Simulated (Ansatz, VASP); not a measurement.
# SiC (honeycomb SiC monolayer): VASP beside Ansatz

Wanted: the spread between two codes on one cell, functional and k mesh. The structure shown is the end of the Ansatz relaxation below.

Method: plane waves, with VASP 6.6.1 beside it; single point at PBE with D3(BJ), in Ansatz 0.2.0.

## Step 1: Set-up

The cell holds 2 atoms: 1 C and 1 Si. Cell: a = 3.091 Å, b = 3.091 Å, c = 31.000 Å, α = 90.0°, β = 90.0°, γ = 120.0°. Vacuum lies along c.

## Step 2: Ansatz: relaxation, PBE with D3(BJ)

Ansatz runs on its default PAW (the set named soft_2) files.

This run makes the geometry at which the two programs are then compared.

File input.yaml:

```yaml
crystal:
  lattice:
    - [3.1, 0.0, 0.0]
    - [-1.55, 2.6846787517, 0.0]
    - [0.0, 0.0, 31.0]
  atoms:
    - { symbol: C, position: [0.6666666667, 0.3333333333, 0.5] }
    - { symbol: Si, position: [0.3333333333, 0.6666666667, 0.5] }
  periodic: [true, true, false]
kpoints:
  mp_grid: { grid: [12, 12, 1] }
hamiltonian:
  xc: pbe
  dispersion: d3bj
scf:
  occupations: { method: fermi_dirac, width: 0.05 }
  convergence: { dr2_threshold: 1.0e-09 }
relax:
  f_tol: 0.004
  max_steps: 90
  cell: {}
output:
  write_potential: true
  write_density: true
  volumetric_format: npy
```

Launch:

```
$ ansatz run input.yaml --threads 4 --pin off --max-ram 8192MiB --backend cpu --events-out ev --progress --plain --runs-dir out
```

Numbers of over 12 decimals in the logs are rounded to 6 here.

Log:

```text
Warning: relax.cell: scf.convergence.dr2_threshold = 1e-9 eV is looser than the 2e-10 eV advised for a relaxation that steers and ends on the stress (1e-10 eV for each atom of the cell: 2). What an SCF threshold leaves in a stress goes as its square root, and in the free energy as the threshold itself, and one threshold admits the most on a small cell: [figures from the program's tests cut] Set scf.convergence.dr2_threshold to 2e-10 eV or tighter. The threshold is an SCF's pass mark: one that does not reach it within its budget of iterations ends unconverged, or closes short of it on a stop that the run arms, and scf.convergence.dr2_threshold's page says what that costs each kind of run
Engine: ansatz 0.2.0, aarch64-unknown-linux-gnu
Pseudopotentials: kind: paw
Pseudopotential: C, paw, valence charge 4, recommended cutoff 420 eV (normal), C.paw.azcp
Pseudopotential: Si, paw, valence charge 4, recommended cutoff 420 eV (normal), Si.paw.azcp
Functional definition: PBE
  parameter kappa = 0.804
  parameter beta = 0.066725
  exchange = pbe_x(kappa = kappa, mu = beta*pi^2/3)
  correlation = pbe_c(beta = beta)
Crystal: 2 atoms, lattice volume = 257.998 Å³
Basis set: ecut = 420 eV, 4999 PW (Γ), exchange–correlation on 48×48×432 points (8 copies of the dense FFT grid, shifted against one another)
Bands: 8, of which v1, the nominal top of the filled ones, is band 4 counted from 1 (3 counted from 0)
Symmetry: 12 space group operations
Space group: P-6m2 (ITA 187), of the structure as read, at distance tolerance 6.4e-5 Å
k-points: 19 of 144 (time reversal used)
Non-local potential: C, projectors of the file, l = 0: 2, l = 1: 2, l = 2: 1
Non-local potential: Si, projectors of the file, l = 0: 2, l = 1: 2, l = 2: 2
PAW form: soft (Blöchl's): semilocal exchange-correlation on the pseudo side does not see the compensation charge
PAW one-centre angular grid: C, 110 points (default); XC on 64 Gauss nodes
PAW one-centre angular grid: Si, 110 points (default); XC on 64 Gauss nodes
Initial density: superposition of atomic densities (neutral atoms: chi_scale 0, normalization atom), corrected by the library's trained network
Initial wavefunctions: pseudopotential atomic-orbital guess
Functional: x = pbe(κ = 0.804, μ = 0.219515), c = pbe(β = 0.066725)
SCF iter   1: F=—  HF=-886.394463 eV  |F-HF|=—  |Δ(HF+E_count)|=         —  Δρ=9.68e-4  dr2=2.40e-3  ethr=1.77e-3  ⟨swp⟩=9.9  Hψ=1910  notcnv=0
preconditioner: auto → none  [insulator: Δε(μ)=2.531 eV  Ē_g=11.337 eV  σ=0.050 eV  W_gap=1.00  n_scr=14 (ndim 8)  ℏωp=6.5 eV  f_vac=0.833  D(μ)=0.00/eV (n_scr^D=0)  ε∞_Penn≈1.3]
SCF iter   2: F=—  HF=-886.395308 eV  |F-HF|=—  |Δ(HF+E_count)|=   8.46e-4  Δρ=4.47e-4  dr2=5.79e-4  ethr=3.00e-5  ⟨swp⟩=3.2  Hψ=503  notcnv=0
SCF iter   3: F=—  HF=-886.395815 eV  |F-HF|=—  |Δ(HF+E_count)|=   5.06e-4  Δρ=3.23e-4  dr2=3.10e-4  ethr=7.24e-6  ⟨swp⟩=2.4  Hψ=305  notcnv=0
SCF iter   4: F=—  HF=-886.395792 eV  |F-HF|=—  |Δ(HF+E_count)|=   2.30e-5  Δρ=6.49e-5  dr2=7.90e-6  ethr=3.87e-6  ⟨swp⟩=3.4  Hψ=333  notcnv=0
SCF iter   5: F=—  HF=-886.395839 eV  |F-HF|=—  |Δ(HF+E_count)|=   4.71e-5  Δρ=1.63e-5  dr2=5.44e-7  ethr=9.87e-8  ⟨swp⟩=2.5  Hψ=287  notcnv=0
SCF iter   6: F=—  HF=-886.395859 eV  |F-HF|=—  |Δ(HF+E_count)|=   1.99e-5  Δρ=2.22e-6  dr2=1.38e-8  ethr=6.80e-9  ⟨swp⟩=3.1  Hψ=282  notcnv=0
SCF iter   7: F=—  HF=-886.395859 eV  |F-HF|=—  |Δ(HF+E_count)|=   1.49e-8  Δρ=5.38e-7  dr2=1.09e-9  ethr=1.72e-10  ⟨swp⟩=3.0  Hψ=265  notcnv=0
SCF iter   8: F=-886.395859 eV  HF=-886.395859 eV  |F-HF|=1.61e-11  |Δ(HF+E_count)|=   1.02e-9  Δρ=8.92e-8  dr2=3.17e-11  ethr=1.25e-11  ⟨swp⟩=10.1  Hψ=894  notcnv=0
SCF 1 converged in 8 iterations: F = -886.395859 eV  dr2 = 3.17e-11
  greatest PAW one-centre occupation: 0.651 electrons in one spin orbital (limit 2), on the C atom at site 0 (counted from 0), in its partial waves of l = 0
relax step   1: F+E_penalty+E_count = -886.39585887 eV  Δ(F+E_penalty+E_count) = +0.000e0 eV  max|allowed force component| = 3.701e-16 eV/Å  Δτ_max = 0.0000 Å  P = -0.641 N/m  Ω = 257.998 Å³  fix = [c, alpha, beta]  reactions: c -0.000 N/m  (8 SCF iters, accepted)
[...]
relax step   2: F+E_penalty+E_count = -886.39660522 eV  Δ(F+E_penalty+E_count) = -7.463e-4 eV  max|allowed force component| = 8.512e-16 eV/Å  Δτ_max = 0.0000 Å  P = -0.352 N/m  Ω = 257.340 Å³  energy of the carried Pulay correction = +8.855e-5 eV  fix = [c, alpha, beta]  reactions: c -0.000 N/m  (6 SCF iters, accepted)
[...]
relax step   3: F+E_penalty+E_count = -886.39699269 eV  Δ(F+E_penalty+E_count) = -3.875e-4 eV  max|allowed force component| = 3.793e-16 eV/Å  Δτ_max = 0.0000 Å  P = +0.005 N/m  Ω = 256.542 Å³  energy of the carried Pulay correction = +1.963e-4 eV  fix = [c, alpha, beta]  reactions: c +0.000 N/m  (6 SCF iters, accepted)
[...]
relax step   4: F+E_penalty+E_count = -886.39680343 eV  Δ(F+E_penalty+E_count) = +1.893e-4 eV  max|allowed force component| = 3.886e-16 eV/Å  Δτ_max = 0.0000 Å  P = +0.000 N/m  Ω = 256.542 Å³  fix = [c, alpha, beta]  reactions: c +0.000 N/m  stress off target by 3.51e-4 N/m on what of the cell is left free  SCF on the basis re-selected at this cell (its energy is not comparable with the rows above)  (4 SCF iters)
basis re-selected at this cell: Δ(F+E_penalty+E_count) = +1.893e-4 eV, ΔP = -0.005 N/m vs the last step (what re-selecting the basis moved, of the pressure what is left beyond the Pulay correction that the steps carried, after the strain that the cell walked since its last selection, with what the two solves' SCF thresholds leave and, on support functions, any second-order correction that the steps lacked; it is no m [...]
WARN: The input density's exchange-correlation potential varies sharply where the density is thin. Do not read a vacuum level from v_tot or v_xc, or from such a field of the output density. On a cell that repeats whose density bears no net charge and no dipole along the vacuum's axis use v_es (v_loc + v_h of the components); under efield.dipole_correction with no amplitude use v_es + v_field, which holds any external [...]
SCF converged after 4 iterations
Free energy (F): -886.396803 eV
Harris-Foulkes:  -886.396803 eV  (|F-HF|=9.54e-11)
Internal energy: -886.396803 eV  (E = F + TS)
E sigma→0 (E₀):  -886.396803 eV
Fermi energy:    -3.776952 eV
--- Per-component energies (eV) ---
  E_band       = -85.114726
  E_kinetic    = 131.660880
  E_local      = -5120.934466  (includes V_loc(G=0)·N_el)
  E_nonlocal   = 52.755181
  E_hartree    = 2483.524184
  E_xc         = -103.488037
  E_vxc        = -106.498721  (∫ρ·V_xc dr)
  E_paw        = -612.054510  (= ΣΔE_a)
  E_vpaw       = -9.146202  (= ΣTr[D̂ρ^β])
  E_aug_tail   = 0.000015  (compensation charges beyond the density's cutoff)
  E_ewald      = 2282.383966
  E_disp       = -0.244015  (pairwise vdW)
  E_smearing   = -0.000000  (= −TS)
  E_closure    = -0.000000  (closes the sum)
  Σ components = -886.396803   (vs F -886.396803, Δ=0.00e0)
--- Forces (eV/Å), atoms counted from 1 ---
  atom   1  C      0.00000000     0.00000000     0.00000000
  atom   2  Si     0.00000000    -0.00000000    -0.00000000
  max |Σ_I F_I| component: 2.59e-16 eV/Å
--- 2D stress c σ (N/m, compression-positive) ---
        0.000351       0.000000       0.000000
        0.000000       0.000351      -0.000000
        0.000000      -0.000000       0.000000
  P = ½ c Tr σ = 0.0004 N/m
--- Band table (eV; the first three rows and the last of 19) ---
  k-point 0: bands = ["-18.7339", "-8.8029", "-6.3540", "-6.3540", "-1.9576 (-1.9576°)", "-0.3295 (-0.3308°)", "0.1223", "0.3485"]
  k-point 1: bands = ["-18.6193", "-8.6829", "-6.8551", "-6.4900", "-1.7686 (-1.7686°)", "-0.1975 (-0.1985°)", "0.2750", "0.4890"]
  k-point 2: bands = ["-18.2794", "-8.3266", "-8.0579", "-6.8269", "-1.3290 (-1.3290°)", "0.1738 (0.1732°)", "0.6707", "0.8996"]
  k-point 18: bands = ["-15.1782", "-12.2930", "-10.6938", "-5.0282", "-2.4527", "1.8920", "2.2246", "3.8016"]
  ° read free of the cell's end (the report's vacuum.weakly_bound_levels)
--- Relaxed structure (3 steps of the walk, 3 accepted, 1 SCFs on fresh bases) ---
  F+E_penalty+E_count = -886.39680343 eV   max|allowed force component| = 3.886e-16 eV/Å   (the final SCF, on the basis selected at the relaxed cell)
  cell:  # Å, volume = 256.5417 Å³
    - [3.091240, 0, 0]
    - [-1.545620, 2.677093, 0]
    - [0, 0, 31.0]
  atoms:
    - { symbol: C, position: [0.666667, 0.333333, 0.500000] }
    - { symbol: Si, position: [0.333333, 0.666667, 0.500000] }
```

## Step 3: VASP: single point, PBE with D3(BJ)

The same cell, functional, mesh and smearing now go to VASP, with its own data sets.

Lines of VASP's logs that name or quote its potential files are left out, and so is its time.

File INCAR:

```
SYSTEM = SiC
PREC = Accurate
ENCUT = 520
EDIFF = 1E-06
NELM = 120
ISMEAR = -1
SIGMA = 0.05
LREAL = .FALSE.
ALGO = Normal
GGA = PE
IVDW = 12
NBANDS = 10
LORBIT = 11
LWAVE = .FALSE.
LCHARG = .FALSE.
ISIF = 2
LDIPOL = .TRUE.
IDIPOL = 3
DIPOL = 0.5 0.5 0.5
LVHAR = .TRUE.
LASPH = .TRUE.
GGA_COMPAT = .FALSE.
EFERMI = MIDGAP
NELMDL = -8
```

File POSCAR:

```
SiC
1.0
    3.0912404284      0.0000000000      0.0000000000
   -1.5456202142      2.6770927402      0.0000000000
    0.0000000000      0.0000000000     31.0000000000
C Si
1 1
Direct
    0.6666666667      0.3333333333      0.5000000000
    0.3333333333      0.6666666667      0.5000000000
```

File KPOINTS:

```
Automatic mesh
0
Gamma
12 12 1
0 0 0
```

The projector-augmented-wave data sets are C and Si (PBE family, release 64).

Launch:

```
$ mpirun -np 1 vasp_std
```

Log:

```text
[banner, memory and clock lines left out]
running    1 mpi-ranks, on    1 nodes
 distrk:  each k-point on    1 cores,    1 groups
 distr:  one band on    1 cores,    1 groups

 POSCAR found type information on POSCAR C Si
 POSCAR found :  2 types and       2 ions
 LDA part: xc-table for (Slater+PW92), standard interpolation
 POSCAR, INCAR and KPOINTS ok, starting setup
 FFT: planning ... GRIDC
 FFT: planning ... GRID_SOFT
 FFT: planning ... GRID
 WAVECAR not read
 entering main loop
       N       E                     dE             d eps       ncg     rms          rms(c)
DAV:   1     0.570756812291E+02    0.57076E+02   -0.24916E+03   388   0.511E+02
DAV:   2    -0.793036243299E+01   -0.65006E+02   -0.55291E+02   558   0.920E+01
DAV:   3    -0.167520474661E+02   -0.88217E+01   -0.88065E+01   548   0.462E+01
DAV:   4    -0.169203310781E+02   -0.16828E+00   -0.16822E+00   618   0.770E+00
DAV:   5    -0.169214009007E+02   -0.10698E-02   -0.10698E-02   596   0.473E-01
DAV:   6    -0.169214029850E+02   -0.20843E-05   -0.20843E-05   602   0.236E-02
DAV:   7    -0.169214030070E+02   -0.21965E-07   -0.21987E-07   624   0.205E-03
DAV:   8    -0.169214030070E+02   -0.63892E-10   -0.35369E-10   594   0.110E-04    0.976E+00
DAV:   9    -0.142150697192E+02    0.27063E+01   -0.12859E+01   498   0.153E+01    0.378E+00
DAV:  10    -0.141164354019E+02    0.98634E-01   -0.34160E-01   606   0.329E+00    0.197E+00
DAV:  11    -0.140620756131E+02    0.54360E-01   -0.77166E-02   622   0.154E+00    0.383E-01
DAV:  12    -0.140558762227E+02    0.61994E-02   -0.64543E-03   562   0.387E-01    0.186E-01
DAV:  13    -0.140512836431E+02    0.45926E-02   -0.42826E-03   566   0.259E-01    0.704E-02
DAV:  14    -0.140512661200E+02    0.17523E-04   -0.24189E-04   562   0.841E-02    0.515E-02
[...]
DAV:  19    -0.140533294673E+02   -0.38288E-03   -0.60849E-05   432   0.286E-02    0.965E-03
DAV:  20    -0.140533735749E+02   -0.44108E-04   -0.37669E-06   598   0.801E-03    0.510E-03
DAV:  21    -0.140534090211E+02   -0.35446E-04   -0.32867E-06   496   0.730E-03    0.369E-03
DAV:  22    -0.140534190179E+02   -0.99968E-05   -0.42319E-07   574   0.235E-03    0.348E-03
DAV:  23    -0.140534240196E+02   -0.50018E-05   -0.34763E-07   498   0.268E-03    0.134E-03
DAV:  24    -0.140534251291E+02   -0.11094E-05   -0.65800E-09   606   0.491E-04    0.125E-03
DAV:  25    -0.140534266148E+02   -0.14857E-05   -0.74370E-08   444   0.119E-03    0.663E-04
DAV:  26    -0.140534269394E+02   -0.32457E-06   -0.26629E-09   552   0.304E-04
   1 F= -.14297474E+02 E0= -.14297474E+02  d E =-.130412E-11
```

Parts of OUTCAR (step 3):

```text
ion  position               nearest neighbor table
   1  0.667  0.333  0.500-   2 1.78   2 1.78   2 1.78
   2  0.333  0.667  0.500-   1 1.78   1 1.78   1 1.78

  LATTYP: Found a hexagonal cell.
 ALAT       =     3.0912404284
 C/A-ratio  =    10.0283367528

 Subroutine GETGRP returns: Found 12 space group operations
 (whereof 12 operations were pure point group operations)

The static configuration has the point symmetry D_3h.

 Found     19 irreducible k-points:

   k-points           NKPTS =     19   k-points in BZ     NKDIM =     19   number of bands    NBANDS=     10

   dimension x,y,z NGX =    24 NGY =   24 NGZ =  240
   dimension x,y,z NGXF=    48 NGYF=   48 NGZF=  480

   ENCUT  =  520.0 eV  38.22 Ry    6.18 a.u.   5.75  5.75 57.64*2*pi/ulx,y,z

   NELECT =       8.0000    total number of electrons

 k-points in reciprocal lattice and weights: Automatic mesh
   0.00000000  0.00000000  0.00000000       0.007
   0.08333333 -0.00000000  0.00000000       0.042
   0.16666667 -0.00000000  0.00000000       0.042
   0.25000000  0.00000000  0.00000000       0.042
   0.33333333  0.00000000  0.00000000       0.042
   0.41666667  0.00000000  0.00000000       0.042
   0.50000000  0.00000000  0.00000000       0.021
   0.08333333  0.08333333  0.00000000       0.042
   0.16666667  0.08333333  0.00000000       0.083
[...]
0.33333333  0.25000000  0.00000000       0.083
   0.33333333  0.33333333  0.00000000       0.014

 dipolmoment           0.000000      0.000000     -0.000000 electrons x Angstroem

 average (electrostatic) potential at core
       1 -57.0643       2 -92.6665

 E-fermi :  -2.6882

 k-point     1 :       0.0000    0.0000    0.0000
  band No.  band energies     occupation
      1     -17.6629      2.00000
      2      -7.7385      2.00000
      3      -5.2874      2.00000
      4      -5.2874      2.00000
      5      -0.8898      0.00000
      6       0.7375      0.00000
      7       1.0368      0.00000
      8       1.3296      0.00000
      9       1.3754      0.00000
    ...

 k-point     2 :       0.0833   -0.0000    0.0000
  band No.  band energies     occupation
      1     -17.5484      2.00000
      2      -7.6185      2.00000
      3      -5.7878      2.00000
      4      -5.4229      2.00000
      5      -0.7012      0.00000
      6       0.8697      0.00000
      7       1.1842      0.00000
      8       1.4710      0.00000
      9       1.5319      0.00000
    ...

 k-point     3 :       0.1667   -0.0000    0.0000
  band No.  band energies     occupation
      1     -17.2086      2.00000
      2      -7.2623      2.00000
      3      -6.9892      2.00000
      4      -5.7587      2.00000
      5      -0.2618      0.00000
      6       1.2415      0.00000
      7       1.6136      0.00000
      8       1.8835      0.00000
      9       1.8871      0.00000
    ...

 Edisp (eV)   -0.24405

  Total      -0.01714    -0.01714    -0.00662     0.00000     0.00000     0.00000
  in kB      -0.10702    -0.10702    -0.04133     0.00000     0.00000     0.00000
  external pressure =       -0.09 kB  Pullay stress =        0.00 kB

  energy-cutoff  :      520.00
  volume of cell :      256.54
      direct lattice vectors                 reciprocal lattice vectors
     3.091240428  0.000000000  0.000000000     0.323494734  0.186769772  0.000000000
    -1.545620214  2.677092740  0.000000000     0.000000000  0.373539543  0.000000000
     0.000000000  0.000000000 31.000000000     0.000000000  0.000000000  0.032258065

 POSITION                                       TOTAL-FORCE (eV/Angst)
 -----------------------------------------------------------------------------------
      1.54562      0.89236     15.50000        -0.000000      0.000000      0.000000
     -0.00000      1.78473     15.50000         0.000000      0.000000      0.000000
 -----------------------------------------------------------------------------------
    total drift:                                0.000000     -0.000000      0.000000

  FREE ENERGIE OF THE ION-ELECTRON SYSTEM (eV)
  ---------------------------------------------------
  free  energy   TOTEN  =       -14.2974737691 eV

  energy  without entropy=      -14.2974737691  energy(sigma->0) =      -14.29747377

 vacuum level on the upper side and lower side of the slab         1.067         1.067

 total charge
# of ion       s       p       d       tot
------------------------------------------
    1        0.848   1.693   0.000   2.541
    2        0.739   0.982   0.000   1.721
--------------------------------------------------
tot          1.587   2.675   0.000   4.262

[... 3 further parts left out ...]
```

## Step 4: Differences

Known differences besides the potentials themselves: Ansatz cuts the interaction across the vacuum, VASP repeats the sheet with a dipole correction; the cutoff is 420 eV in Ansatz and 520 eV in VASP. Total energies have different zeros and are not compared.

Compared:

| quantity | Ansatz | VASP | difference |
| --- | --- | --- | --- |
| gap on the k mesh (eV) | 2.555 | 2.546 | +0.009 |

A gap on the mesh is an upper bound, since the band edges may lie between its points. With vacuum in the cell, a pressure given here is an average over mostly empty space and none of the material.

## Step 5: Summary of results

| Item | Value |
| --- | --- |
| difference in gap on the k mesh (single point, PBE with D3(BJ)) | 0.0085 eV |

**Reading.** The difference in gap on the k mesh is 0.0085 eV (single point, PBE with D3(BJ)), within the 0.08 eV picked in this series as the mark of a large difference. How closely two codes agree says nothing of how well the functional describes the real material.

[Lines on the potential files, build, host, timing and source positions are cut from VASP's logs without a mark.]

[Logs are printed without paths, hosts, clocks, repeated set-up lines and the standing remarks that a program may print on its own settings, such as how far it seeks lower states.]

[Hosts, paths, dates, database ids (printed as entryN), source tags and the programs' standing remarks are cut or masked in the printed files.]
